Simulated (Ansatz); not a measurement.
# Cu (P6_3/mmc) in Ansatz: notebook

The runs below take Cu through band structure, with PBE, LDA, PBEsol.

All numbers are computed with Ansatz 0.2.0; they aren't measurements. Logs are shortened: lines on timing, memory, paths and dates and some standing lists are left out, and cuts for length are marked.

### Step 1. The crystal as given

The structure is hexagonal, space group P6_3/mmc (No. 194). The conventional cell has a = 2.534 Å, b = 2.534 Å, c = 4.113 Å, α = 90.00°, β = 90.00°, γ = 120.00°. Cu (site symmetry -6m2) is surrounded by 12 Cu at 2.52 to 2.53 Å.

This isn't the form of Cu at room conditions, which is fcc.

### Step 2. Band structure, PBE

The input, input.yaml:

```yaml
crystal:
  lattice:
    - [2.5340966698, 0.0, 0.0]
    - [-1.2670483349, 2.1945920917, 0.0]
    - [0.0, 0.0, 4.112571]
  atoms:
    - { symbol: Cu, position: [0.6666666667, 0.3333333333, 0.75] }
    - { symbol: Cu, position: [0.3333333333, 0.6666666667, 0.25] }
hamiltonian:
  xc: pbe
  pseudopotentials: { kind: paw }
kpoints:
  mp_grid: { grid: [12, 12, 7] }
  band_path:
    path:
      - [[0.0, 0.0, 0.0], [0.5, 0.0, 0.0], [0.3333333333, 0.3333333333, 0.0], [0.0, 0.0, 0.0], [0.0, 0.0, 0.5], [0.5, 0.0, 0.5], [0.3333333333, 0.3333333333, 0.5], [0.0, 0.0, 0.5]]
      - [[0.5, 0.0, 0.5], [0.5, 0.0, 0.0]]
      - [[0.3333333333, 0.3333333333, 0.0], [0.3333333333, 0.3333333333, 0.5]]
    npoints: 14
scf:
  occupations: { method: fermi_dirac, width: 0.05 }
  n_extra_bands: 6
output:
  forces: true
  stress: true
  eigenvalues: true
  fatbands: false
```

Potentials or basis: Ansatz PAW.

Launch:

```
> ansatz run input.yaml --threads 2 --pin off --max-ram 5632MiB --backend cpu --events-out ev --progress --plain --runs-dir out
```

What it wrote:

```text
Warning: RAYON_NUM_THREADS=2 ignored (pool sized by the plan → 2); use --threads N
scf.n_extra_bands = 6 over 19 filled bands (N_el = 38.0): the run solves 25 bands
Engine: ansatz 0.2.0, aarch64-unknown-linux-gnu
Pseudopotentials: kind: paw
Pseudopotential: Cu, paw, valence charge 19, recommended cutoff 420 eV (normal), Cu.paw.azcp
Functional definition: PBE
  parameter kappa = 0.804
  parameter beta = 0.06672455060314922
  exchange = pbe_x(kappa = kappa, mu = beta*pi^2/3)
  correlation = pbe_c(beta = beta)
Crystal: 2 atoms, lattice volume = 22.871 Å³
Basis set: ecut = 420 eV, 451 PW (Γ), exchange–correlation on 36×36×60 points (8 copies of the dense FFT grid, shifted against one another)
Bands: 25, of which v1, the nominal top of the filled ones, is band 19 counted from 1 (18 counted from 0)
Symmetry: 24 space group operations
Space group: P63/mmc (ITA 194), of the structure as read, at distance tolerance 2.8e-5 Å
k-points: 76 of 1008
Non-local potential: Cu, projectors of the file, l = 0: 3, l = 1: 2, l = 2: 3, l = 3: 1
PAW form: soft (Blöchl's): semilocal exchange-correlation on the pseudo side does not see the compensation charge
PAW one-centre angular grid: Cu, 590 points (default); XC on 64 Gauss nodes
Initial density: superposition of atomic densities (neutral atoms: chi_scale 0, normalization atom), corrected by the library's trained network
Initial wavefunctions: pseudopotential atomic-orbital guess
Functional: x = pbe(κ = 0.804, μ = 0.2195149727645171), c = pbe(β = 0.06672455060314922)
SCF iter   1: F=—  HF=-13250.296132 eV  |F-HF|=—  |Δ(HF+E_count)|=         —  Δρ=1.62e-3  dr2=2.15e-4  ethr=1.77e-3  ⟨swp⟩=5.7  Hψ=7363  notcnv=0  defer=19
preconditioner: auto → none  [metal: Δε(μ)=0.038 eV  Ē_g=13.734 eV  σ=0.050 eV  W_gap=0.19  n_scr=8 (ndim 8)  ℏωp=36.4 eV  f_vac=0.000  D(μ)=0.99/eV (n_scr^D=2)  sad-step TF]
SCF iter   2: F=—  HF=-13250.296514 eV  |F-HF|=—  |Δ(HF+E_count)|=   3.81e-4  Δρ=1.03e-3  dr2=1.02e-4  ethr=5.65e-7  ⟨swp⟩=2.4  Hψ=4154  notcnv=0  defer=22
SCF iter   3: F=—  HF=-13250.296581 eV  |F-HF|=—  |Δ(HF+E_count)|=   6.69e-5  Δρ=3.55e-4  dr2=1.46e-5  ethr=2.68e-7  ⟨swp⟩=2.0  Hψ=2642  notcnv=0  defer=22
SCF iter   4: F=—  HF=-13250.296567 eV  |F-HF|=—  |Δ(HF+E_count)|=   1.40e-5  Δρ=4.09e-5  dr2=1.80e-7  ethr=3.85e-8  ⟨swp⟩=2.1  Hψ=2679  notcnv=0  defer=22
iter 5 did not close the SCF: its close was put off for the readings that it lacked (scf_convergence_deferred on its scf_iter line)
SCF iter   5: F=-13250.296567 eV  HF=-13250.296567 eV  |F-HF|=3.60e-10  |Δ(HF+E_count)|=   7.58e-9  Δρ=8.24e-6  dr2=3.68e-9  ethr=4.73e-10  ⟨swp⟩=2.1  Hψ=2718  notcnv=0  defer=22
SCF iter   6: F=-13250.296567 eV  HF=-13250.296567 eV  |F-HF|=3.61e-9  |Δ(HF+E_count)|=   7.91e-9  Δρ=2.25e-6  dr2=4.13e-10  ethr=9.67e-12  ⟨swp⟩=4.4  Hψ=6943  notcnv=0
SCF 1 converged in 6 iterations: F = -13250.296567 eV  dr2 = 4.13e-10
NSCF: frozen V_eff on 129 k-points
SCF converged after 6 iterations
Free energy (F): -13250.296567 eV
Harris-Foulkes:  -13250.296567 eV  (|F-HF|=3.61e-9)
Internal energy: -13250.288562 eV  (E = F + TS)
E sigma→0 (E₀):  -13250.292564 eV
Entropy (-TS):   -0.008004 eV (-4.002 meV/atom)
Fermi energy:    17.438408 eV
--- Per-component energies (eV) ---
  E_band       = -694.949866
  E_kinetic    = 600.809976
  E_local      = -7982.454582  (includes V_loc(G=0)·N_el)
  E_nonlocal   = 778.935241
  E_hartree    = 3520.902561
  E_xc         = -179.767075
  E_vxc        = -232.035980  (∫ρ·V_xc dr)
  E_paw        = -3324.877957  (= ΣΔE_a)
  E_vpaw       = -902.008273  (= ΣTr[D̂ρ^β])
  E_aug_tail   = 0.000564  (compensation charges beyond the density's cutoff)
  E_ewald      = -6663.837290
  E_smearing   = -0.008004  (= −TS)
  E_closure    = -0.000000  (closes the sum)
  Σ components = -13250.296567   (vs F -13250.296567, Δ=0.00e0)
--- Forces (eV/Å), atoms counted from 1 ---
  atom   1  Cu     0.00000000    -0.00000000     0.00000000
  atom   2  Cu     0.00000000     0.00000000    -0.00000000
  max |Σ_I F_I| component: 1.85e-17 eV/Å
--- Stress (GPa, compression-positive) ---
        7.189979      -0.000000       0.000000
       -0.000000       7.189979       0.000000
        0.000000       0.000000       7.641228
  P = ⅓ Tr σ = 7.3404 GPa (73.404 kbar)
--- Band table (eV; the first three rows and the last of 76) ---
  k-point 0: bands = ["-95.1732", "-95.1567", "-52.6038", "-52.4947", "-52.4947", "-52.4795", "-52.4757", "-52.4757", "7.8131", "12.2114", "14.3915", "14.4354", "14.4354", "14.6622", "14.6622", "14.9383", "14.9383", "15.7492", "15.7492", "16.3845", "21.4811", "38.9991", "39.4322", "39.4322", "41.1278"]
  k-point 1: bands = ["-95.1723", "-95.1575", "-52.5977", "-52.4938", "-52.4938", "-52.4857", "-52.4767", "-52.4767", "8.0053", "12.0928", "14.3524", "14.3981", "14.3981", "14.6226", "14.6226", "15.0281", "15.0281", "15.6155", "15.7389", "15.7389", "22.7372", "39.0053", "39.6234", "39.6234", "39.6498"]
  k-point 2: bands = ["-95.1701", "-95.1598", "-52.5806", "-52.5031", "-52.4911", "-52.4911", "-52.4793", "-52.4793", "8.5701", "11.5782", "14.2517", "14.3528", "14.3528", "14.5274", "14.5274", "14.5742", "15.2201", "15.2201", "15.6932", "15.6932", "25.3864", "35.8586", "39.1663", "40.1756", "40.1756"]
  k-point 75: bands = ["-95.1533", "-95.1533", "-52.5749", "-52.5749", "-52.5528", "-52.5447", "-52.5035", "-52.5035", "13.4160", "13.4160", "13.4750", "13.5705", "14.0969", "14.0969", "14.9032", "15.0532", "15.7712", "15.7712", "21.4983", "21.4983", "22.4797", "23.7642", "24.6836", "24.6836", "37.5436"]
```

Wall time 2.5 s (2 threads of Arm Neoverse V1, shared host); peak memory 0.3 GiB.

What came out:

```yaml
Free_energy: -13250.2966 eV
Pressure: 7.3 GPa
Band_gap_on_the_k_mesh: none (metal or under the smearing width)
```

Stress tensor (GPa, compression positive):
```
7.19 0.00 0.00
0.00 7.19 0.00
0.00 0.00 7.64
```

Levels at the corners of the path, in eV from the Fermi level:
| point | band 15 | band 16 | band 17 | band 18 | band 19 | band 20 | band 21 | band 22 | band 23 | band 24 |
| --- | --- | --- | --- | --- | --- | --- | --- | --- | --- | --- |
| Γ | -2.78 | -2.50 | -2.50 | -1.69 | -1.69 | -1.05 | 4.04 | 21.56 | 21.99 | 21.99 |
| M | -2.74 | -1.60 | -1.53 | -1.49 | 0.03 | 1.64 | 7.94 | 8.36 | 10.93 | 11.34 |
| K | -2.52 | -1.78 | -1.78 | -1.69 | 3.04 | 3.47 | 3.47 | 10.51 | 11.14 | 11.14 |
| Γ | -2.78 | -2.50 | -2.50 | -1.69 | -1.69 | -1.05 | 4.04 | 21.56 | 21.99 | 21.99 |
| A | -3.05 | -3.05 | -1.93 | -1.93 | -1.93 | -1.93 | 12.89 | 12.89 | 22.27 | 22.27 |
| L | -1.89 | -1.89 | -1.53 | -1.53 | 0.45 | 0.45 | 5.03 | 5.03 | 16.33 | 16.33 |
| H | -2.48 | -2.48 | -1.66 | -1.66 | 4.11 | 4.11 | 5.65 | 5.65 | 7.10 | 7.10 |
| A | -3.05 | -3.05 | -1.93 | -1.93 | -1.93 | -1.93 | 12.89 | 12.89 | 22.27 | 22.27 |
| L | -1.89 | -1.89 | -1.53 | -1.53 | 0.45 | 0.45 | 5.03 | 5.03 | 16.33 | 16.33 |
| M | -2.74 | -1.60 | -1.53 | -1.49 | 0.03 | 1.64 | 7.94 | 8.36 | 10.93 | 11.34 |
| K | -2.52 | -1.78 | -1.78 | -1.69 | 3.04 | 3.47 | 3.47 | 10.51 | 11.14 | 11.14 |
| H | -2.48 | -2.48 | -1.66 | -1.66 | 4.11 | 4.11 | 5.65 | 5.65 | 7.10 | 7.10 |

### Step 3. Band structure, LDA

input.yaml: that of step 2 with these lines changed.

```diff
@@ -9,3 +9,3 @@
 hamiltonian:
-  xc: pbe
+  xc: lda
   pseudopotentials: { kind: paw }
@@ -27 +27,5 @@
   fatbands: false
+  write_density: true
+  write_potential: true
+  elf: true
+  volumetric_format: npy
```

Potentials or basis: Ansatz PAW.

Launch:

```
> ansatz run input.yaml --threads 2 --pin off --max-ram 5632MiB --backend cpu --events-out ev --progress --plain --runs-dir out
```

Run time: 2.6 s. Hardware: 2 threads of Arm Neoverse V1, shared host; peak memory 0.32 GiB.

Results (log left out):

* Free energy: -13111.3826 eV
* Pressure: -7.9 GPa
* Band gap on the k mesh: none (metal or under the smearing width)

Stress tensor (GPa, compression positive):
```
-7.94  0.00  0.00
 0.00 -7.94  0.00
 0.00  0.00 -7.69
```

Levels at the corners of the path, in eV from the Fermi level:
```
point  band 16  band 17  band 18  band 19  band 20  band 21  band 22  band 23
    Γ    -2.52    -2.52    -1.70    -1.70    -1.02     4.01    21.70    21.85
    M    -1.61    -1.55    -1.50     0.04     1.62     7.93     8.30    11.02
    K    -1.80    -1.80    -1.71     3.08     3.45     3.45    10.47    11.13
    Γ    -2.52    -2.52    -1.70    -1.70    -1.02     4.01    21.70    21.85
    A    -3.08    -1.94    -1.94    -1.94    -1.94    12.88    12.88    22.38
    L    -1.90    -1.55    -1.55     0.47     0.47     5.00     5.00    16.25
    H    -2.50    -1.68    -1.68     4.11     4.11     5.69     5.69     7.03
    A    -3.08    -1.94    -1.94    -1.94    -1.94    12.88    12.88    22.38
    L    -1.90    -1.55    -1.55     0.47     0.47     5.00     5.00    16.25
    M    -1.61    -1.55    -1.50     0.04     1.62     7.93     8.30    11.02
    K    -1.80    -1.80    -1.71     3.08     3.45     3.45    10.47    11.13
    H    -2.50    -1.68    -1.68     4.11     4.11     5.69     5.69     7.03
```

Caveat: the PAW data sets come from PBE, with cores solved anew for the run's functional, which leaves a small shift of forces and pressure.

### Step 4. Band structure, PBEsol

input.yaml: that of step 3 with these lines changed.

```diff
@@ -9,3 +9,3 @@
 hamiltonian:
-  xc: lda
+  xc: pbesol
   pseudopotentials: { kind: paw }
@@ -27,5 +27 @@
   fatbands: false
-  write_density: true
-  write_potential: true
-  elf: true
-  volumetric_format: npy
```

Launch:

```
> ansatz run input.yaml --threads 2 --pin off --max-ram 5632MiB --backend cpu --events-out ev --progress --plain --runs-dir out
```

It took 2.4 s on 2 threads of Arm Neoverse V1, shared host; peak memory 0.3 GiB.

The run converged. Its results:

| Quantity | Value |
| --- | --- |
| Free energy | -13177.5143 eV |
| Pressure | -1.4 GPa |
| Band gap on the k mesh | none (metal or under the smearing width) |

Stress tensor (GPa, compression positive):
```
-1.56  0.00  0.00
 0.00 -1.56  0.00
 0.00  0.00 -1.14
```

Levels at the corners of the path, in eV from the Fermi level:
```
point  band 16  band 17  band 18  band 19  band 20  band 21  band 22  band 23
    Γ    -2.48    -2.48    -1.67    -1.67    -1.08     4.04    21.55    21.96
    M    -1.58    -1.51    -1.47     0.03     1.63     7.92     8.33    10.93
    K    -1.77    -1.77    -1.67     3.04     3.46     3.46    10.48    11.12
    Γ    -2.48    -2.48    -1.67    -1.67    -1.08     4.04    21.55    21.96
    A    -3.04    -1.91    -1.91    -1.91    -1.91    12.87    12.87    22.26
    L    -1.87    -1.51    -1.51     0.44     0.44     5.02     5.02    16.30
    H    -2.46    -1.64    -1.64     4.10     4.10     5.65     5.65     7.08
    A    -3.04    -1.91    -1.91    -1.91    -1.91    12.87    12.87    22.26
    L    -1.87    -1.51    -1.51     0.44     0.44     5.02     5.02    16.30
    M    -1.58    -1.51    -1.47     0.03     1.63     7.92     8.33    10.93
    K    -1.77    -1.77    -1.67     3.04     3.46     3.46    10.48    11.12
    H    -2.46    -1.64    -1.64     4.10     4.10     5.65     5.65     7.08
```

Caveat: the PAW data sets come from PBE, with cores solved anew for the run's functional, which leaves a small shift of forces and pressure.

### Step 5. Overview

```csv
level,gap on the mesh (eV),pressure (GPa)
PBE,none,7.3
LDA,none,-7.9
PBEsol,none,-1.4
```

Alike in all rows: task band structure; potentials or basis Ansatz PAW; no spin polarisation; cell as given; k mesh 12 × 12 × 7; cutoff (eV) 420; smearing fermi-dirac 0.05 eV.

Every run on the cell as given and a fine mesh finds a metal. The pressure there spans -7.9 GPa (LDA) to 7.3 GPa (PBE); a positive pressure means that this level wants a larger cell, a negative one a smaller.

Caveats: the PAW data sets come from PBE, with cores solved anew for the run's functional, which leaves a small shift of forces and pressure (some runs).

Total energies depend on the potentials used, so only differences within one code and one set of settings carry meaning.
